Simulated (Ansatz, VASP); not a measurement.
## Na in VASP and in Ansatz

```
Na
1.0
     0.00000    4.73112    4.73112
     4.73112    0.00000    4.73112
     4.73112    4.73112    0.00000
Na
3
Direct
  0.25000 0.25000 0.25000
  0.75000 0.75000 0.75000
  0.50000 0.50000 0.50000
```

This isn't the form of Na at room conditions, which is bcc.

Alike in both runs: task single point; functional PBEsol; dispersion D4; k mesh 4 × 4 × 4; occupations fermi-dirac, width 0.15 eV; no spin polarisation.

```csv
,VASP,Ansatz
version,VASP 6.6.1,Ansatz 0.2.0
potentials or method,"VASP PAW PBE potentials, release 64 (Na_pv)","plane waves, PAW"
plane-wave cutoff (eV),520,460
valence electrons in the cell,21,27
```

|  | VASP | Ansatz | Ansatz less VASP |
| --- | --- | --- | --- |
| dispersion energy (meV/atom) | -46.7 | -46.8 | -0.08 |

The two sets of potentials don't hold the same shells in valence. Ansatz warned: «dispersion_switch_in_reach».
